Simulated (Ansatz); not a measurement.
# CoSi2 (Fm-3m) in Ansatz: a series of runs

Runs on CoSi2. Level: PBEsol. Tasks: single point.

Program: Ansatz 0.2.0. These are calculated values, not measurements. Logs are shortened: lines on timing, memory, paths and dates and some standing lists are left out, and cuts for length are marked.

### Step 1. The structure

The structure is cubic, space group Fm-3m (No. 225). The conventional cell has a = 5.356 Å, b = 5.356 Å, c = 5.356 Å, α = 90.00°, β = 90.00°, γ = 90.00°. Co (site symmetry m-3m) is surrounded by 8 Si at 2.32 Å. Around Si (site symmetry -43m) lie 4 Co at 2.32 Å.

### Step 2. Single point, PBEsol, collinear spin, ferromagnetic start

Input file input.yaml:

```yaml
crystal:
  lattice:
    - [0.0, 2.678, 2.678]
    - [2.678, 0.0, 2.678]
    - [2.678, 2.678, 0.0]
  atoms:
    - { symbol: Co, position: [0.0, 0.0, 0.0], spin: 3.5 }
    - { symbol: Si, position: [0.75, 0.75, 0.75] }
    - { symbol: Si, position: [0.25, 0.25, 0.25] }
hamiltonian:
  xc: pbesol
  pseudopotentials: { kind: paw }
magnetization:
  spin_polarized: true
kpoints:
  mp_grid: { grid: [9, 9, 9] }
scf:
  occupations: { method: fermi_dirac, width: 0.05 }
output:
  forces: true
  stress: true
  eigenvalues: true
```

Potentials or basis: Ansatz PAW.

On the command line:

```
$ ansatz run input.yaml --threads 2 --pin off --max-ram 5632MiB --backend cpu --events-out ev --progress --plain --runs-dir out
```

The program printed:

```text
Warning: where an SCF of this run starts from atoms to list the orders of its open shells, Co (site 0, from 0) starts with 3.00 μB on its 3d shell, in the place of the 3.50 μB that the deck gives it: its open shells can hold no more by Hund's first rule. To start from spheres of the given moment, type scf.initial_density.shell_occupations: []
Warning: RAYON_NUM_THREADS=2 ignored (pool sized by the plan → 2); use --threads N
Engine: ansatz 0.2.0, x86_64-unknown-linux-gnu
Pseudopotentials: kind: paw
Pseudopotential: Co, paw, valence charge 17, recommended cutoff 420 eV (normal), Co.paw.azcp
Pseudopotential: Si, paw, valence charge 4, recommended cutoff 420 eV (normal), Si.paw.azcp
Functional definition: PBEsol
  exchange = pbesol_x
  correlation = pbesol_c
Crystal: 3 atoms, lattice volume = 38.412 Å³
Basis set: ecut = 420 eV, 749 PW (Γ), exchange–correlation on 54×54×54 points (8 copies of the dense FFT grid, shifted against one another)
Bands: 19, of which v1, the nominal top of the filled ones, is band 13 counted from 1 (12 counted from 0)
Symmetry: 48 space group operations
Space group: Fm-3m (ITA 225), of the structure as read, at distance tolerance 3.4e-5 Å
Magnetic group: BNS 225.116 (UNI 1618), of the structure as read, at distance tolerance 3.4e-5 Å
k-points: 35 of 729
Non-local potential: Co, projectors of the file, l = 0: 3, l = 1: 2, l = 2: 3, l = 3: 1
Non-local potential: Si, projectors of the file, l = 0: 2, l = 1: 2, l = 2: 2
PAW form: soft (Blöchl's): semilocal exchange-correlation on the pseudo side does not see the compensation charge
PAW frozen core: Co, regenerated for the run's functional, and the local potential with it (the file was generated under x = pbe(κ = 0.804, μ = 0.2195149727645171), c = pbe(β = 0.06672455060314922))
PAW frozen core: Si, regenerated for the run's functional, and the local potential with it (the file was generated under x = pbe(κ = 0.804, μ = 0.2195149727645171), c = pbe(β = 0.06672455060314922))
PAW one-centre angular grid: Co, 590 points (default); XC on 64 Gauss nodes
PAW one-centre angular grid: Si, 110 points (default); XC on 64 Gauss nodes
Initial density: superposition of atomic densities (chi_scale 0.1, normalization cell)
Starting moments: Σ|m| = 3.5 μB on 1 of 3 sites
Initial wavefunctions: pseudopotential atomic-orbital guess
Functional: x = pbesol(κ = 0.804, μ = 0.12345679012345678), c = pbesol(β = 0.046)
SCF iter   1: F=—  HF=-6337.640068 eV  |F-HF|=—  |Δ(HF+E_count)|=         —  Δρ=2.25e-1 (↑2.25e-1 ↓1.50e-1)  dr2=1.92e0  dr2_m=1.21e1  M=0.398 μB ∫|m|=0.538 μB  β_m=0.30  ethr=3.10e-3  ⟨swp⟩=5.7  Hψ=6546  notcnv=0
Mixer restart at iter 1: flushing history
preconditioner: auto → Kerker (q_TF=auto, 2.540 Å⁻¹)  [metal: Δε(μ)=0.020 eV  Ē_g=9.442 eV  σ=0.050 eV  W_gap=0.10  n_scr=14 (ndim 8)  ℏωp=24.7 eV  f_vac=0.000  D(μ)=1.47/eV (n_scr^D=14)]
spin=Collinear: Kerker preconditioning applied to the charge; magnetization (m = ρ↑ − ρ↓) channel mixes plain (no charge-response kernel on spin).
SCF iter   2: F=—  HF=-6336.431300 eV  |F-HF|=—  |Δ(HF+E_count)|=    1.21e0  Δρ=1.52e-1 (↑1.29e-1 ↓1.52e-1)  dr2=1.06e0  dr2_m=6.84e0  M=0.289 μB ∫|m|=0.401 μB  β_m=0.64  ethr=3.10e-3  ⟨swp⟩=2.5  Hψ=2844  notcnv=0  defer=97
SCF iter   3: F=—  HF=-6338.917441 eV  |F-HF|=—  |Δ(HF+E_count)|=    2.49e0  Δρ=1.04e-1 (↑1.04e-1 ↓3.18e-2)  dr2=2.87e0  dr2_m=5.73e-1  M=0.065 μB ∫|m|=0.117 μB  β_m=0.59  ethr=3.10e-3  ⟨swp⟩=3.2  Hψ=3142  notcnv=0  defer=105
SCF iter   4: F=—  HF=-6337.759207 eV  |F-HF|=—  |Δ(HF+E_count)|=    1.16e0  Δρ=1.19e-2 (↑1.19e-2 ↓1.13e-2)  dr2=3.01e-1  dr2_m=4.39e-4  M=-0.003 μB ∫|m|=0.019 μB  β_m=0.68  ethr=3.10e-3  ⟨swp⟩=2.2  Hψ=3117  notcnv=0  defer=114
SCF iter   5: F=—  HF=-6337.690878 eV  |F-HF|=—  |Δ(HF+E_count)|=   6.83e-2  Δρ=9.20e-3 (↑9.20e-3 ↓8.18e-3)  dr2=5.85e-2  dr2_m=1.03e-4  M=-0.001 μB ∫|m|=0.005 μB  β_m=0.84  ethr=1.20e-3  ⟨swp⟩=2.0  Hψ=2086  notcnv=0  defer=114
SCF iter   6: F=—  HF=-6337.707197 eV  |F-HF|=—  |Δ(HF+E_count)|=   1.63e-2  Δρ=7.54e-3 (↑7.54e-3 ↓7.17e-3)  dr2=5.00e-2  dr2_m=1.92e-5  M=-0.001 μB ∫|m|=0.002 μB  β_m=0.92  ethr=2.34e-4  ⟨swp⟩=2.0  Hψ=1899  notcnv=0  defer=114
SCF iter   7: F=—  HF=-6337.707059 eV  |F-HF|=—  |Δ(HF+E_count)|=   1.38e-4  Δρ=7.28e-4 (↑7.28e-4 ↓5.31e-4)  dr2=5.54e-4  dr2_m=5.20e-6  M=-0.000 μB ∫|m|=0.001 μB  β_m=0.96  ethr=2.00e-4  ⟨swp⟩=2.0  Hψ=1977  notcnv=0  defer=114
SCF iter   8: F=—  HF=-6337.707171 eV  |F-HF|=—  |Δ(HF+E_count)|=   1.12e-4  Δρ=1.57e-4 (↑1.18e-4 ↓1.57e-4)  dr2=3.37e-5  dr2_m=3.81e-7  M=-0.000 μB ∫|m|=0.000 μB  β_m=0.98  ethr=2.22e-6  ⟨swp⟩=2.2  Hψ=2096  notcnv=0  defer=114
SCF iter   9: F=—  HF=-6337.707176 eV  |F-HF|=—  |Δ(HF+E_count)|=   5.41e-6  Δρ=5.90e-5 (↑5.90e-5 ↓4.52e-5)  dr2=4.80e-6  dr2_m=2.24e-8  M=0.000 μB ∫|m|=0.000 μB  β_m=0.99  ethr=1.35e-7  ⟨swp⟩=2.0  Hψ=1894  notcnv=0  defer=114
SCF iter  10: F=—  HF=-6337.707177 eV  |F-HF|=—  |Δ(HF+E_count)|=   6.03e-7  Δρ=4.76e-5 (↑4.76e-5 ↓4.28e-5)  dr2=2.37e-6  dr2_m=2.07e-9  M=0.000 μB ∫|m|=0.000 μB  β_m=0.99  ethr=1.92e-8  ⟨swp⟩=1.1  Hψ=1336  notcnv=0  defer=114
SCF iter  11: F=—  HF=-6337.707177 eV  |F-HF|=—  |Δ(HF+E_count)|=   1.83e-7  Δρ=3.27e-6 (↑2.04e-6 ↓3.27e-6)  dr2=1.21e-8  dr2_m=1.52e-10  M=0.000 μB ∫|m|=0.000 μB  β_m=1.00  ethr=9.48e-9  ⟨swp⟩=2.1  Hψ=1556  notcnv=0  defer=114
SCF iter  12: F=-6337.707177 eV  HF=-6337.707177 eV  |F-HF|=1.28e-8  |Δ(HF+E_count)|=   8.25e-9  Δρ=3.45e-6 (↑3.38e-6 ↓3.45e-6)  dr2=1.46e-8  dr2_m=6.73e-13  M=0.000 μB ∫|m|=0.000 μB  ethr=4.83e-11  ⟨swp⟩=7.1  Hψ=5718  notcnv=0
SCF 1 converged in 12 iterations: F = -6337.707177 eV  dr2 = 1.46e-8
WARN: the starting moments were not kept: the SCF closed with an absolute magnetisation of 8.3e-7 μB, where they sum to 3.5 μB in size (1 site). That is at most 0.1 of that sum. Measured as dr2_m measures the in/out step, that magnetisation stands 4.8e-13 eV from none, at or under the dr2_threshold of 1.0e-7 eV: it is no larger than a step whose dr2_m would equal this threshold. The system may hold no moment; this SCF shows only that its start led to no more than that. To try another start: raise the starting moments (crystal.atoms[].spin, magnetization.per_species, magnetization.initial_magnetization, or on a non-collinear deck that types none of these the spinor_matrix: blocks that start its atoms; where the total moment is fixed, keep their sum and leave initial_magnetization as it is; typed ones take the place of any that the run laid by itself, positive ones on a crystal's lanthanoids without a Hubbard term where scf.initial_density.shell_occupations: [] is typed) or, if the notice of its spin-set hold's release reads "site moments contracting" or "site moments show no strong build", lengthen the hold (scf.mixing.spin_hold: { on: { confirm: 4 } }; for m-r²SCAN on two components see the key's manual first). Each may lead to a state that holds a moment. A second SCF, from the converged charge density, with the starting moments and any scf.initial_density.shell_occupations laid on it anew, would have followed, and was not run: the deck does not ask for one (magnetization.retry_lost_moments is false, the default). To let it run, set magnetization.retry_lost_moments: true and run the deck again, where that key's refused combinations let it; where memory then withholds it, that run's warning says so.
SCF converged after 12 iterations
Magnetization: 0.0000 μB (12.5000 up, 12.5000 down)
Absolute magnetization: 0.0000 μB (∫|ρ↑−ρ↓|, with the PAW one-centre terms)
Spin contamination: 0.0000 ħ² per cell (⟨S²⟩ above its minimum at these occupations)
Per-site moments (μB) at R_I (Å): [(-3.169080141595529e-7, 0.9566766129255746), (6.522284788043797e-8, 0.9566766129255746), (6.522284783780392e-8, 0.9566766129255748)]
Free energy (F): -6337.707177 eV
Harris-Foulkes:  -6337.707177 eV  (|F-HF|=1.28e-8)
Internal energy: -6337.696995 eV  (E = F + TS)
E sigma→0 (E₀):  -6337.702086 eV
Entropy (-TS):   -0.010182 eV (-3.394 meV/atom)
Fermi energy:    12.747804 eV
--- Per-component energies (eV) ---
  E_band       = -285.190085
  E_kinetic    = 547.638824
  E_local      = -4097.574832  (includes V_loc(G=0)·N_el)
  E_nonlocal   = 503.464551
  E_hartree    = 1780.614037
  E_xc         = -272.055891
  E_vxc        = -304.875949  (∫ρ·V_xc dr)
  E_paw        = -2481.548917  (= ΣΔE_a)
  E_vpaw       = -495.081025  (= ΣTr[D̂ρ^β])
  E_aug_tail   = 0.000131  (compensation charges beyond the density's cutoff)
  E_ewald      = -2318.486437
  E_core_change = 0.251541  (= ΣΔE_core)
  E_smearing   = -0.010182  (= −TS)
  E_closure    = 0.000000  (closes the sum)
  Σ components = -6337.707177   (vs F -6337.707177, Δ=0.00e0)
--- Forces (eV/Å), atoms counted from 1 ---
  atom   1  Co    -0.00000000     0.00000000    -0.00000000
  atom   2  Si    -0.00000000    -0.00000000     0.00000000
  atom   3  Si     0.00000000     0.00000000     0.00000000
  max |Σ_I F_I| component: 3.70e-17 eV/Å
--- Stress (GPa, compression-positive) ---
       -4.447762       0.000000      -0.000000
        0.000000      -4.447762      -0.000000
        0.000000       0.000000      -4.447762
  P = ⅓ Tr σ = -4.4478 GPa (-44.478 kbar)
--- Band table (eV; the first three rows and the last of 70) ---
  k-point 0 ↑: bands = ["-81.6698", "-45.1257", "-45.1257", "-45.1257", "-0.3523", "8.6918", "8.6918", "8.6918", "10.8783", "10.8783", "13.5548", "16.1855", "16.1855", "16.1855", "16.2295", "16.2295", "16.2295", "18.4253", "18.4253"]
  k-point 1 ↑: bands = ["-81.6698", "-45.1260", "-45.1258", "-45.1258", "-0.1646", "8.2401", "8.7577", "8.7577", "10.8238", "10.8238", "13.5584", "14.5149", "15.2140", "15.2140", "17.1749", "17.1749", "18.0120", "18.0120", "18.0872"]
  k-point 2 ↑: bands = ["-81.6698", "-45.1268", "-45.1259", "-45.1259", "0.3921", "7.1071", "8.9243", "8.9243", "10.7382", "10.7382", "12.2275", "14.2261", "14.2261", "14.8846", "16.8434", "16.8434", "17.4804", "19.0278", "19.0278"]
  k-point 34 ↓: bands = ["-81.6697", "-45.1276", "-45.1272", "-45.1266", "4.1202", "4.9319", "6.9230", "7.0595", "10.2683", "10.5242", "10.9236", "11.3779", "12.1174", "16.0103", "16.6730", "18.3455", "20.0290", "21.8271", "22.9960"]
```

Wall time 2.5 s (2 threads of AMD EPYC 7R13 (Zen 3), shared host); peak memory 0.38 GiB.

Results:

```
Free energy            : -6337.7072 eV
Pressure               : -4.4 GPa
Band gap on the k mesh : none (metal or under the smearing width)
Net moment             : 0.00 μB per cell
Absolute moment        : 0.00 μB per cell
```

Caveat: the starting moments collapsed, and a magnetic state may lie lower; the PAW data sets come from PBE, with cores solved anew for the run's functional, which leaves a small shift of forces and pressure; the starting moments weren't kept.

### Step 3. Single point, PBEsol, collinear spin, program default start

input.yaml, as its differences from that of step 2:

```diff
@@ -6,3 +6,3 @@
   atoms:
-    - { symbol: Co, position: [0.0, 0.0, 0.0], spin: 3.5 }
+    - { symbol: Co, position: [0.0, 0.0, 0.0] }
     - { symbol: Si, position: [0.75, 0.75, 0.75] }
@@ -14,6 +14,9 @@
   spin_polarized: true
+  initial_magnetization: 0.0
+  spin_locking: { lock_magnetization: hard }
 kpoints:
-  mp_grid: { grid: [9, 9, 9] }
+  mp_grid: { grid: [7, 7, 7] }
 scf:
   occupations: { method: fermi_dirac, width: 0.05 }
+  lower_state_search: "off"
 output:
```

Potentials or basis: Ansatz PAW.

On the command line:

```
$ ansatz run input.yaml --threads 2 --pin off --max-ram 5632MiB --backend cpu --events-out ev --progress --plain --runs-dir out
```

Run time: 0.87 s. Hardware: 2 threads of AMD EPYC 7R13 (Zen 3), shared host; peak memory 0.34 GiB.

It converged, with:

```
Free energy     : -6337.7190 eV
Pressure        : -4.5 GPa
Net moment      : 0.00 μB per cell
Absolute moment : 0.00 μB per cell
```

Caveat: the total moment is fixed, so each spin has its own Fermi level; the PAW data sets come from PBE, with cores solved anew for the run's functional, which leaves a small shift of forces and pressure; the thresholds are loose for stress.

### Step 4. Single point, PBEsol, collinear spin, ferromagnetic start

input.yaml, as its differences from that of step 3:

```diff
@@ -6,3 +6,3 @@
   atoms:
-    - { symbol: Co, position: [0.0, 0.0, 0.0] }
+    - { symbol: Co, position: [0.0, 0.0, 0.0], spin: 0.5 }
     - { symbol: Si, position: [0.75, 0.75, 0.75] }
@@ -14,3 +14,3 @@
   spin_polarized: true
-  initial_magnetization: 0.0
+  initial_magnetization: 0.5
   spin_locking: { lock_magnetization: hard }
```

On the command line:

```
$ ansatz run input.yaml --threads 2 --pin off --max-ram 5632MiB --backend cpu --events-out ev --progress --plain --runs-dir out
```

Run time: 1.7 s. Hardware: 2 threads of AMD EPYC 7R13 (Zen 3), shared host; peak memory 0.35 GiB.

Results (log left out):

```yaml
Free_energy: -6337.6047 eV
Pressure: -3.7 GPa
Net_moment: 0.50 μB per cell
Absolute_moment: 0.50 μB per cell
Site_moments: Co +0.27; Si +0.04 μB
```

Caveat: the total moment is fixed, so each spin has its own Fermi level; the PAW data sets come from PBE, with cores solved anew for the run's functional, which leaves a small shift of forces and pressure; the thresholds are loose for stress.
